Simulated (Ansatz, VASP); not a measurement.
# SrO in two plane-wave programs, part 2 of 2

One calculation is typed for both programs; each brings its own data sets and cutoff. How far apart do they land? The cell is taken from a series of VASP runs on this material, whose earlier steps may have relaxed, scaled or displaced it; both programs get it as it stands.

VASP 6.6.1 and Ansatz 0.2.0.

So far. Step 3 (VASP: band structure, LDA): The run ends at a pressure of -5.04 GPa.

### 6. VASP: band structure, LDA, spin-orbit coupling

Level of this step: LDA, spin-orbit coupling; plane waves and PAW (Sr_sv, O) (VASP).

The same cell, functional (in two slightly different forms), mesh and smearing now go to VASP, with its own data sets and cutoff.

INCAR reads:

```
SYSTEM = SrO
PREC = Accurate
ENCUT = 460
EDIFF = 1E-06
NELM = 100
ISMEAR = 0
SIGMA = 0.03
LREAL = .FALSE.
ALGO = Normal
GGA = CA
LNONCOLLINEAR = .TRUE.
MAGMOM = 0 0 0 0 0 0
NBANDS = 28
GGA_COMPAT = .FALSE.
LASPH = .TRUE.
LSORBIT = .TRUE.
LORBIT = 11
LWAVE = .FALSE.
LCHARG = .FALSE.
KPAR = 4
```

POSCAR reads:

```
SrO
1.0
    0.0000000000      2.5806600000      2.5806600000
    2.5806600000      0.0000000000      2.5806600000
    2.5806600000      2.5806600000      0.0000000000
Sr O
1 1
Direct
    0.0000000000      0.0000000000      0.0000000000
    0.5000000000      0.5000000000      0.5000000000
```

KPOINTS reads:

```
Automatic mesh
0
Gamma
8 8 8
0 0 0
```

KPOINTS_OPT reads:

```
Line mode
10
Line-mode
Reciprocal
  0.00000000   0.00000000   0.00000000 GAMMA
  0.50000000   0.00000000   0.50000000 X

  0.50000000   0.00000000   0.50000000 X
  0.50000000   0.25000000   0.75000000 W

  0.50000000   0.25000000   0.75000000 W
  0.37500000   0.37500000   0.75000000 K

  0.37500000   0.37500000   0.75000000 K
  0.00000000   0.00000000   0.00000000 GAMMA

  0.00000000   0.00000000   0.00000000 GAMMA
  0.50000000   0.50000000   0.50000000 L

  0.50000000   0.50000000   0.50000000 L
  0.62500000   0.25000000   0.62500000 U

  0.62500000   0.25000000   0.62500000 U
  0.50000000   0.25000000   0.75000000 W

  0.50000000   0.25000000   0.75000000 W
  0.50000000   0.50000000   0.50000000 L

  0.50000000   0.50000000   0.50000000 L
  0.37500000   0.37500000   0.75000000 K

  0.62500000   0.25000000   0.62500000 U
  0.50000000   0.00000000   0.50000000 X
```

The projector-augmented-wave data sets are Sr_sv and O (LDA family, release 64).

Command:

```
mpirun -np 4 vasp_ncl
```

Numbers of over 12 decimals in the logs are rounded to 6 here.

The program printed:

```text
[... set-up lines as in an earlier step ...]
 entering main loop
       N       E                     dE             d eps       ncg     rms          rms(c)
DAV:   1     0.795147788447E+02    0.79515E+02   -0.76121E+03  1624   0.101E+03
DAV:   2    -0.105646802667E+02   -0.90079E+02   -0.84139E+02  2060   0.250E+02
DAV:   3    -0.154673777842E+02   -0.49027E+01   -0.48634E+01  2384   0.510E+01
DAV:   4    -0.156416023243E+02   -0.17422E+00   -0.17407E+00  2168   0.676E+00
[...]
DAV:  11    -0.134646074071E+02   -0.62849E-04   -0.11700E-04  1696   0.127E-01    0.369E-02
DAV:  12    -0.134646045162E+02    0.28909E-05   -0.10988E-05  1872   0.356E-02    0.117E-02
DAV:  13    -0.134646052475E+02   -0.73127E-06   -0.18559E-06  1644   0.160E-02
   1 F= -.13464605E+02 E0= -.13464605E+02  d E =-.161357E-20  mag=    -0.0000     0.0000     0.0000
 Start KPOINTS_OPT (optional k-point list driver)
k-point batch [1-29\100]
       N       E                     dE             ncg
DAV:   1    -0.215203051119E+04   -0.15586E+05     1624
DAV:   2    -0.453070132786E+04   -0.23787E+04     1988
DAV:   3    -0.467604017132E+04   -0.14534E+03     2568
DAV:   4    -0.467993065853E+04   -0.38905E+01     2168
DAV:   5    -0.467997207020E+04   -0.41412E-01     2156
DAV:   6    -0.467997323025E+04   -0.11600E-02     2180
DAV:   7    -0.467997324142E+04   -0.11178E-04     1984
DAV:   8    -0.467997324150E+04   -0.73214E-07     1404
[...]
k-point batch [88-100\100]
       N       E                     dE             ncg
DAV:   1     0.714316673651E+04   -0.84698E+04      728
DAV:   2     0.608963193158E+04   -0.10535E+04      940
DAV:   3     0.603664725614E+04   -0.52985E+02     1076
DAV:   4     0.603516624153E+04   -0.14810E+01     1036
DAV:   5     0.603515519435E+04   -0.11047E-01      972
DAV:   6     0.603515504167E+04   -0.15268E-03     1024
DAV:   7     0.603515504086E+04   -0.80334E-06      884
```

From OUTCAR (step 6):

```text
  Total       -1.0894946     -1.0894946     -1.0894946     -0.0000000      0.0000000     -0.0000000
  in kB      -50.7824090    -50.7824090    -50.7824090     -0.0000000      0.0000000     -0.0000000
  external PRESSURE =     -50.7824090 kB  Pullay stress =       0.0000000 kB

 POSITION                                       TOTAL-FORCE (eV/Angst)
 -----------------------------------------------------------------------------------
      0.00000      0.00000      0.00000         0.000000      0.000000      0.000000
      2.58066      2.58066      2.58066        -0.000000     -0.000000     -0.000000
 -----------------------------------------------------------------------------------
    total drift:                                0.000000      0.000000      0.000000

  FREE ENERGIE OF THE ION-ELECTRON SYSTEM (eV)
  ---------------------------------------------------
  free  energy   TOTEN  =       -13.4646052475 eV

  energy  without entropy=      -13.4646052475  energy(sigma->0) =      -13.46460525

 magnetization (x)
# of ion       s       p       d       tot
------------------------------------------
    1       -0.000   0.000   0.000  -0.000
    2        0.000   0.000   0.000   0.000
--------------------------------------------------
tot          0.000   0.000   0.000   0.000

 magnetization (y)
# of ion       s       p       d       tot
------------------------------------------
    1        0.000  -0.000   0.000  -0.000
    2        0.000   0.000   0.000   0.000
--------------------------------------------------
tot          0.000   0.000   0.000   0.000

 magnetization (z)
# of ion       s       p       d       tot
------------------------------------------
    1        0.000   0.000   0.000   0.000
    2       -0.000   0.000   0.000  -0.000
--------------------------------------------------
tot         -0.000   0.000   0.000  -0.000

[... 1 part as in an earlier step ...]

[... 2 further parts left out ...]
[key lines of the parts left out:]
E-fermi :   1.4953
```

The run ends at a pressure of -5.08 GPa.

### 7. Comparison

What differs besides the data sets and the points named for the pairs above, as far as they apply: spin-orbit coupling enters by fully relativistic files in Ansatz and inside the spheres in VASP. Total energies have different zeros and are not compared.

Both answers:

| quantity | Ansatz | VASP | difference |
| --- | --- | --- | --- |
| pressure (GPa) | -5.23 | -5.08 | -0.15 |
| pressure without Ansatz's Pulay correction (GPa) | -5.73 | -5.08 | -0.65 |
| gap over the path points (eV) | 3.144 | 3.088 | +0.055 |

Levels at points of the path, from each program's valence-band top (eV; 6 filled, then empty):

| k (reciprocal lattice) | Ansatz | VASP |
| --- | --- | --- |
| 0.000 0.000 0.000 | -0.06 -0.06 0.00 0.00 0.00 0.00 3.71 3.71 6.11 6.11 6.11 6.11 | -0.06 -0.06 0.00 0.00 0.00 0.00 3.70 3.70 6.05 6.05 6.05 6.05 |
| 0.167 0.000 0.167 | -1.09 -1.09 -0.15 -0.15 -0.10 -0.10 4.89 4.89 5.02 5.02 7.22 7.22 | -1.11 -1.11 -0.15 -0.15 -0.10 -0.10 4.87 4.87 4.97 4.97 7.17 7.17 |
| 0.333 0.000 0.333 | -1.13 -1.13 -0.19 -0.19 -0.12 -0.12 3.65 3.65 6.60 6.60 9.59 9.59 | -1.16 -1.16 -0.20 -0.20 -0.13 -0.13 3.60 3.60 6.58 6.58 9.53 9.53 |
| 0.500 0.000 0.500 | -0.46 -0.46 -0.14 -0.14 -0.07 -0.07 3.14 3.14 7.69 7.69 10.00 10.00 | -0.47 -0.47 -0.15 -0.15 -0.07 -0.07 3.09 3.09 7.65 7.65 10.06 10.06 |
| 0.500 0.083 0.583 | -0.48 -0.48 -0.38 -0.38 -0.18 -0.18 3.52 3.52 7.95 7.95 8.95 8.95 | -0.50 -0.50 -0.39 -0.39 -0.20 -0.20 3.48 3.48 7.91 7.91 8.95 8.95 |
| 0.500 0.194 0.694 | -1.03 -1.03 -0.49 -0.49 -0.38 -0.38 4.94 4.94 6.89 6.89 8.48 8.48 | -1.05 -1.05 -0.51 -0.51 -0.40 -0.40 4.90 4.90 6.87 6.87 8.43 8.43 |
| 0.500 0.250 0.750 | -1.14 -1.14 -0.50 -0.50 -0.41 -0.41 5.87 5.87 5.88 5.88 8.56 8.56 | -1.16 -1.16 -0.52 -0.52 -0.43 -0.43 5.84 5.84 5.85 5.85 8.51 8.51 |
| 0.458 0.292 0.750 | -1.10 -1.10 -0.51 -0.51 -0.43 -0.43 5.22 5.22 6.64 6.64 8.57 8.57 | -1.12 -1.12 -0.53 -0.53 -0.45 -0.45 5.19 5.19 6.62 6.62 8.52 8.52 |
| 0.403 0.347 0.750 | -1.00 -1.00 -0.57 -0.57 -0.48 -0.48 4.71 4.71 7.55 7.55 8.64 8.64 | -1.02 -1.02 -0.58 -0.58 -0.50 -0.50 4.68 4.68 7.54 7.54 8.59 8.59 |
| 0.375 0.375 0.750 | -0.98 -0.98 -0.58 -0.58 -0.48 -0.48 4.65 4.65 7.73 7.73 8.65 8.65 | -1.00 -1.00 -0.60 -0.60 -0.50 -0.50 4.61 4.61 7.72 7.72 8.61 8.61 |

Among the levels compared at these points, filled levels agree within 29 meV and empty ones within 62 meV. Ansatz's pressure holds a Pulay correction of 0.50 GPa; VASP's holds none.

### 8. Further runs

Further runs change the set-up of one program: Ansatz's method, potentials or start, or VASP's data sets, cutoff or form of LDA. The table gives Ansatz less VASP for each quantity, since a change that brings one quantity closer may part another.

| run | pressure (GPa) | gap over the path points (eV) |
| --- | --- | --- |
| as above | -0.15 | 0.055 |
| Ansatz's all-electron LAPW method | -0.14 | 0.055 |

### 9. VASP: dielectric response, LDA

The response to a field tests empty states and converges slowly with the mesh.

INCAR reads:

```
SYSTEM = SrO
PREC = Accurate
ENCUT = 460
EDIFF = 1E-08
NELM = 100
ISMEAR = 0
SIGMA = 0.01
LREAL = .FALSE.
ALGO = Normal
GGA = CA
NBANDS = 14
LORBIT = 11
LWAVE = .FALSE.
LCHARG = .FALSE.
KPAR = 4
LEPSILON = .TRUE.
LPEAD = .TRUE.
```

POSCAR is that of step 6.

KPOINTS reads:

```
Automatic mesh
0
Gamma
10 10 10
0 0 0
```

Command:

```
mpirun -np 4 vasp_std
```

The program printed:

```text
[... set-up lines as in an earlier step ...]
 entering main loop
       N       E                     dE             d eps       ncg     rms          rms(c)
DAV:   1     0.642615611497E+02    0.64262E+02   -0.79167E+03  1316   0.101E+03
DAV:   2    -0.125250419288E+02   -0.76787E+02   -0.71117E+02  1772   0.224E+02
DAV:   3    -0.154641830876E+02   -0.29391E+01   -0.29223E+01  1652   0.405E+01
DAV:   4    -0.155417662573E+02   -0.77583E-01   -0.77566E-01  1704   0.601E+00
[...]
DAV:  13    -0.133674035943E+02    0.30203E-06   -0.12709E-06  1574   0.856E-03    0.193E-03
DAV:  14    -0.133674036110E+02   -0.16695E-07   -0.85293E-08  1462   0.264E-03    0.155E-03
DAV:  15    -0.133674036100E+02    0.95974E-09   -0.23362E-09   816   0.529E-04
   1 F= -.13367404E+02 E0= -.13367404E+02  d E =-.384540E-62
 Linear response reoptimize wavefunctions to high precision
DAV:   1    -0.133674036100E+02    0.65938E-11   -0.61182E-10  1094   0.227E-04
 Linear response to external field (no local field effect), progress :
  Direction:   1
[...]
RMM:  13    -0.291203958655E+00    0.20058E-06   -0.94106E-08  5291   0.151E-04    0.199E-05
RMM:  14    -0.291203980525E+00   -0.21870E-07   -0.71673E-08  4078   0.759E-05    0.387E-06
 change of polarisation eV/A/(eV/A) component  2 :     0.037     0.545     0.001
 dielectric tensor                  component  2 :     0.193     3.870     0.005
 Linear response to external field, progress :
  Direction:   3
       N       E                     dE             d eps       ncg     rms          rms(c)
RMM:   1    -0.270838251784E+00   -0.27084E+00   -0.95099E-01  2917   0.282E+00
RMM:   2    -0.290724264668E+00   -0.19886E-01   -0.50062E-02  3216   0.723E-01    0.879E-01
RMM:   3    -0.280005371732E+00    0.10719E-01   -0.13759E-02  4045   0.789E-01    0.514E-01
RMM:   4    -0.286404715796E+00   -0.63993E-02   -0.88995E-03  4758   0.692E-01    0.191E-01
[...]
RMM:  12    -0.291204054075E+00    0.52824E-07    0.54073E-09  6426   0.354E-04    0.394E-05
RMM:  13    -0.291203970950E+00    0.83126E-07   -0.59440E-08  5262   0.152E-04    0.227E-05
RMM:  14    -0.291204079728E+00   -0.10878E-06    0.16144E-08  4113   0.772E-05    0.562E-06
 change of polarisation eV/A/(eV/A) component  3 :     0.006     0.028     0.545
 dielectric tensor                  component  3 :     0.033     0.149     3.870
 Born effective charges drift removed
```

OUTCAR, selected parts (step 9):

```text
  Total       -1.0794084     -1.0794084     -1.0794084      0.0000000      0.0000000     -0.0000000
  in kB      -50.3122818    -50.3122818    -50.3122818      0.0000000      0.0000000     -0.0000000
  external PRESSURE =     -50.3122818 kB  Pullay stress =       0.0000000 kB

 POSITION                                       TOTAL-FORCE (eV/Angst)
 -----------------------------------------------------------------------------------
      0.00000      0.00000      0.00000        -0.000000      0.000000     -0.000000
      2.58066      2.58066      2.58066         0.000000     -0.000000      0.000000
 -----------------------------------------------------------------------------------
    total drift:                                0.000000      0.000000      0.000000

 MACROSCOPIC STATIC DIELECTRIC TENSOR (including local field effects in DFT)
 ------------------------------------------------------
           3.869892    -0.000000    -0.000000
           0.000000     3.869892     0.000000
           0.000000     0.000000     3.869892
 ------------------------------------------------------

[... 1 part as in an earlier step ...]

[... 1 further part left out ...]
```

### 10. Ansatz: dielectric response, LDA

The same cell, functional (in two slightly different forms) and mesh now go to Ansatz, which takes its cutoff from its data sets.

The cell is taken from a series of VASP runs on this material, whose earlier steps may have relaxed, scaled or displaced it; both programs get it as it stands.

input.yaml reads:

```yaml
crystal:
  lattice:
    - [0.0, 2.58066, 2.58066]
    - [2.58066, 0.0, 2.58066]
    - [2.58066, 2.58066, 0.0]
  atoms:
    - { symbol: Sr, position: [0.0, 0.0, 0.0] }
    - { symbol: O, position: [0.5, 0.5, 0.5] }
hamiltonian:
  xc: lda
  pseudopotentials: { kind: paw }
kpoints:
  mp_grid: { grid: [10, 10, 10] }
scf:
  occupations: { method: fixed }
dielectric:
  method: response
```

Command:

```
ansatz run input.yaml --threads 2 --pin off --max-ram 4608MiB --backend cpu --events-out ev --progress --plain --runs-dir out
```

The program printed:

```text
[...]
Crystal: 2 atoms, lattice volume = 34.373 Å³
Basis set: ecut = 420 eV, 645 PW (Γ), exchange–correlation on 50×50×50 points (8 copies of the dense FFT grid, shifted against one another)
Bands: 12, of which v1, the nominal top of the filled ones, is band 8 counted from 1 (7 counted from 0)
Symmetry: 48 space group operations
k-points: 102 of 1000 (irreducible under 8 space group operations, time reversal used)
[...]
Born effective charges Z* (e; rows j = field, columns β = displacement):
    site 0:
         2.43923    0.00000   -0.00000
         0.00000    2.43923    0.00000
         0.00000   -0.00000    2.43923
    site 1:
        -2.43923   -0.00000    0.00000
        -0.00000   -2.43923   -0.00000
         0.00000    0.00000   -2.43923
  Z* charge neutrality: 1.412e-5 e pre-enforcement
  k-mesh period / interband length: 36.5 Å / 1.58 Å = 23.05 at k = (0.0000, 0.0000, 0.0000), direct gap 3.730 eV — 14 or more, which is no proof of convergence
[key lines of the parts left out:]
SCF converged after 8 iterations
Free energy (F): -4002.796263 eV
Fermi energy:    7.395724 eV
```

The job ended after 6.5 s (2 threads of Arm Neoverse V1, shared host; peak memory 0.36 GiB; 13 s of CPU time).

### 11. Side by side

Compared:

| quantity | Ansatz | VASP | difference |
| --- | --- | --- | --- |
| ε∞ xx | 3.85 | 3.87 | -0.58 % |
| ε∞ yy | 3.85 | 3.87 | -0.58 % |
| ε∞ zz | 3.85 | 3.87 | -0.58 % |
| Born charge of Sr1 (mean of the diagonal) (e) | 2.44 | 2.45 | -0.01 |
| Born charge of O2 (mean of the diagonal) (e) | -2.44 | -2.45 | +0.01 |

### 12. Summary of results

* difference in gap over the path points (band structure, LDA): 0.055 eV
* difference in gap over the path points (band structure, LDA, spin-orbit coupling): 0.055 eV
* difference in ε∞ xx (dielectric response, LDA): -0.58 %

**Reading.** The difference in gap over the path points is 0.055 eV (band structure, LDA, spin-orbit coupling), within the 0.08 eV picked in this series as the mark of a large difference. For band structure, LDA, spin-orbit coupling, no further run moves any of the tabulated differences by more than a quarter of its size. 2 further runs of this series are not shown here. How closely two codes agree says nothing of how well the functional describes the real material.

[Lines on the potential files, build, host, timing and source positions are cut from VASP's logs without a mark.]

[Logs are printed without paths, hosts, clocks, repeated set-up lines and the standing remarks that a program may print on its own settings, such as how far it seeks lower states.]

[Hosts, paths, dates, database ids (printed as entryN), source tags and the programs' standing remarks are cut or masked in the printed files.]
